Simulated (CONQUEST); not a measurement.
# AlN (F-43m) in CONQUEST: equation of state

How stiff is AlN in PBEsol, and what volume does it want? The cell is scaled to several volumes.

Everything below comes from runs of CONQUEST 1.3. Logs are shortened: lines on timing, memory, paths and dates and some standing lists are left out, and cuts for length are marked.

### 1 The crystal as given

It takes space group F-43m (No. 216, cubic). The conventional cell has a = 4.368 Å, b = 4.368 Å, c = 4.368 Å, α = 90.00°, β = 90.00°, γ = 90.00°. Al (site symmetry -43m) is surrounded by 4 N at 1.89 Å. Around N (site symmetry -43m) lie 4 Al at 1.89 Å.

Measurements of this composition are mostly on another form, of space group No. 186.

### 2 Equation of state, PBEsol, 9.79 Å³/atom (volume scaled by 0.94)

Conquest_input reads:

```
IO.Title AlN
IO.Coordinates coords.dat
IO.FractionalAtomicCoords T
IO.Iprint 2
IO.Iprint_init 1
General.NumberOfSpecies 2
General.PseudopotentialType hamann
AtomMove.TypeOfRun static
AtomMove.FullStress T
Grid.PointsAlongX 36
Grid.PointsAlongY 36
Grid.PointsAlongZ 48
DM.SolutionMethod diagon
Diag.MPMesh T
Diag.GammaCentred T
Diag.MPMeshX 9
Diag.MPMeshY 9
Diag.MPMeshZ 6
Diag.kT 0.00183747
minE.SCTolerance 1e-6
SC.MaxIters 100
IO.AtomChargeOutput T
%block ChemicalSpeciesLabel
1 26.980 Al
2 14.010 N
%endblock
```

coords.dat reads:

```
    5.7175218907     0.0000000000     0.0000000000
    0.0000000000     5.7175218907     0.0000000000
    0.0000000000     0.0000000000     8.0857970008
4
  0.0000000000   0.0000000000   0.0000000000 1 T T T
  0.5000000000   0.5000000000   0.5000000000 1 T T T
  0.0000000000   0.5000000000   0.7500000000 2 T T T
  0.5000000000   0.0000000000   0.2500000000 2 T T T
```

Potentials or basis: PseudoDojo NC PBEsol, DZP, grid of 36 × 36 × 48 points.

Command:

```sh
> OMP_NUM_THREADS=1 Conquest
```

Log:

```text
Simulation cell dimensions:     5.7175 a0 x     5.7175 a0 x     8.0858 a0

      Atomic coordinates (a0)
         Atom         X         Y         Z  Species
            1    0.0000    0.0000    0.0000        1
            2    2.8588    2.8588    4.0429        1
            3    0.0000    2.8588    6.0643        2
            4    2.8588    0.0000    2.0214        2

         Monkhorst-Pack mesh:   9 x   9 x   6 gamma-centred
        This calculation includes non-local pseudopotentials,
         with a maximum core radius of      8.23709393

    Job title: AlN
    Job to be run: static calculation

[... 5 lines left out ...]
      Using Fermi-Dirac smearing

    Integration grid size:     36 x   36 x   48

    Integration grid spacing:  0.159 a0 x 0.159 a0 x 0.168 a0

    Number of species:  2
    --------------------------------------------------------
    |   #  mass (au)  Charge (e)  SF Rad (a0)  NSF  Label  |
    --------------------------------------------------------
    |   1     26.980       3.000        8.423   13  Al     |
    |   2     14.010       5.000        5.727   13  N      |
    --------------------------------------------------------
          SCF tolerance:                 0.00000100
          SCF iterations:               100

    LibXC version:  6. 2. 2
    Using the GGA functional Perdew, Burke & Ernzerhof SOL
    Using the GGA functional Perdew, Burke & Ernzerhof SOL

           radial cut-off to be used is taken to be max PAO cut-off radius for this species:    8.237094

           greatest ang. mom. for making density from PAOs:  2

           radial cut-off to be used is taken to be max PAO cut-off radius for this species:    5.483972

           greatest ang. mom. for making density from PAOs:  2
    Minimum blocs/proc is      972. Maximum blocs/proc is      972
    set_atom_dens: In set_atomic_density, electrons :      16.000000000000
 matrix_size & matrix_size_padH =           52          52

    Screened ion int: energy:     -16.520025283172 Ha

    new_SC_potl: Starting.  Tolerance:  0.10000E-05

    PulayMixSC: Starting Pulay mixing, A_up =  0.500 A_dn =  0.500
    PulayMixSC: Spin non-polarised calculation.
          Harris-Foulkes Energy            :       -25.646240183177888 Ha
          (TS=0 as O(N) or entropic contribution is negligible)
          DFT Total Energy                 :       -25.258863141901642 Ha
          Total number of electrons        :        16.000000000000043
    PulayMixSC: Pulay iteration     1 residual:              0.18533E-01
          Harris-Foulkes Energy            :       -25.507022400144859 Ha
          (TS=0 as O(N) or entropic contribution is negligible)
          DFT Total Energy                 :       -25.470363874557492 Ha
          Total number of electrons        :        16.000007448084208
    PulayMixSC: Pulay iteration     2 residual:              0.78962E-02
          Harris-Foulkes Energy            :       -25.492809914162493 Ha
          (TS=0 as O(N) or entropic contribution is negligible)
          DFT Total Energy                 :       -25.492272735203066 Ha
          Total number of electrons        :        16.000008281439975
    PulayMixSC: Pulay iteration     3 residual:              0.22138E-02
          Harris-Foulkes Energy            :       -25.492354203698099 Ha
          (TS=0 as O(N) or entropic contribution is negligible)
          DFT Total Energy                 :       -25.492352646697043 Ha
          Total number of electrons        :        16.000011368942452
    PulayMixSC: Pulay iteration     4 residual:              0.11954E-03
          Harris-Foulkes Energy            :       -25.492352668437448 Ha
          (TS=0 as O(N) or entropic contribution is negligible)
          DFT Total Energy                 :       -25.492352675718625 Ha
          Total number of electrons        :        16.000011214772044
    PulayMixSC: Pulay iteration     5 residual:              0.94926E-05
          Harris-Foulkes Energy            :       -25.492352677837172 Ha
          (TS=0 as O(N) or entropic contribution is negligible)
          DFT Total Energy                 :       -25.492352676678166 Ha
          Total number of electrons        :        16.000011237191622
    PulayMixSC: Pulay iteration     6 residual:              0.12556E-05
          Harris-Foulkes Energy            :       -25.492352677427430 Ha
          (TS=0 as O(N) or entropic contribution is negligible)
          DFT Total Energy                 :       -25.492352677257497 Ha
          Total number of electrons        :        16.000011236621191
    PulayMixSC: Pulay iteration     7 residual:              0.39171E-06
    PulayMixSC: Reached SCF tolerance of  0.39171E-06 after      7 iterations
      | Number of electrons      =        16.000011
      |* band energy as 2Tr[K.H] =        -8.522860765024918 Ha
      |  screened ion-ion energy =       -16.520025283172323 Ha
      |  Ha correction           =        -1.245515089318006 Ha
      |  XC correction           =         0.796057134385914 Ha
      |* Harris-Foulkes energy   =       -25.492352677427430 Ha
      |* DFT total energy        =       -25.492352677257497 Ha
      |  estimated accuracy      =        -0.000000000169933 Ha

    force: Forces on atoms (Ha/a0)
    force:  Atom   X              Y              Z
    force:     1  -0.0000000000  -0.0000000000  -0.0000000000
    force:     2   0.0000000000   0.0000000000   0.0000000000
    force:     3  -0.0000000000  -0.0000000000   0.0000000000
    force:     4   0.0000000000   0.0000000000  -0.0000000000

    force: Maximum force :        0.00000000(Ha/a0) on atom         2 in z direction
    force: Force Residual:        0.00000000 Ha/a0
    force: Total stress:        -19.02134407     0.00000000     0.00000000 GPa
                             0.00000000   -19.02134407     0.00000000
                             0.00000000     0.00000000   -18.62771561
    force: Average pressure:     18.89013458 GPa

    force: Finished force
    get_E_and_F: Change in energy during last step of electronic optimisation:  0.40974E-09

    BIBLIOGRAPHY: Please consider citing the following references in the conquest.bib file

    CONQUEST:         Bowler2002pt, Miyazaki2004, Nakata2020
    Basis:            Bowler2019
    DM:               Bowler:2006xr
    Pseudopotentials: Hamann2013, Bowler2019
    XC references from LibXC:
```

It took 5.8 min on 1 thread of Intel Xeon Platinum 8175M at 2.50GHz (Skylake/Cascade Lake), shared host; peak memory 0.81 GiB.

Results:

- Free energy: -693.6823 eV
- Pressure: 18.9 GPa
- Band gap on the k mesh: 3.16 eV
- Mulliken charges: Al +0.57; N -0.57 e

Caveat: Mulliken charges move with the basis; an odd mesh through Γ misses points on the zone boundary, where band edges often lie; the basis of atomic orbitals isn't converged, which shifts pressures, moduli and gaps; the real-space grid breaks the cell's symmetry a little.

### 3 Equation of state, PBEsol, 10.00 Å³/atom (volume scaled by 0.96)

Conquest_input is that of step 2.

coords.dat reads:

```
    5.7577874559     0.0000000000     0.0000000000
    0.0000000000     5.7577874559     0.0000000000
    0.0000000000     0.0000000000     8.1427411094
4
  0.0000000000   0.0000000000   0.0000000000 1 T T T
  0.5000000000   0.5000000000   0.5000000000 1 T T T
  0.0000000000   0.5000000000   0.7500000000 2 T T T
  0.5000000000   0.0000000000   0.2500000000 2 T T T
```

Potentials or basis: PseudoDojo NC PBEsol, DZP, grid of 36 × 36 × 48 points.

Command:

```sh
> OMP_NUM_THREADS=1 Conquest
```

Wall time 5.8 min (1 thread of Intel Xeon Platinum 8175M at 2.50GHz (Skylake/Cascade Lake), shared host); peak memory 0.81 GiB.

The run converged. Its results:

```
Free energy            : -693.7668 eV
Pressure               : 13.7 GPa
Band gap on the k mesh : 3.15 eV
Mulliken charges       : Al +0.61; N -0.61 e
```

Caveat: Mulliken charges move with the basis; an odd mesh through Γ misses points on the zone boundary, where band edges often lie; the basis of atomic orbitals isn't converged, which shifts pressures, moduli and gaps; the real-space grid breaks the cell's symmetry a little.

### 4 Equation of state, PBEsol, 10.21 Å³/atom (volume scaled by 0.98)

Conquest_input is that of step 3.

coords.dat reads:

```
    5.7974975898     0.0000000000     0.0000000000
    0.0000000000     5.7974975898     0.0000000000
    0.0000000000     0.0000000000     8.1988997192
4
  0.0000000000   0.0000000000   0.0000000000 1 T T T
  0.5000000000   0.5000000000   0.5000000000 1 T T T
  0.0000000000   0.5000000000   0.7500000000 2 T T T
  0.5000000000   0.0000000000   0.2500000000 2 T T T
```

Command:

```sh
> OMP_NUM_THREADS=1 Conquest
```

Wall time 5.8 min (1 thread of Intel Xeon Platinum 8175M at 2.50GHz (Skylake/Cascade Lake), shared host); peak memory 0.81 GiB.

The run converged. Its results:

| Quantity | Value |
| --- | --- |
| Free energy | -693.8233 eV |
| Pressure | 7.9 GPa |
| Band gap on the k mesh | 3.14 eV |
| Mulliken charges | Al +0.64; N -0.64 e |

Caveat: Mulliken charges move with the basis; an odd mesh through Γ misses points on the zone boundary, where band edges often lie; the basis of atomic orbitals isn't converged, which shifts pressures, moduli and gaps; the real-space grid breaks the cell's symmetry a little.

[end of part 1 of 2]
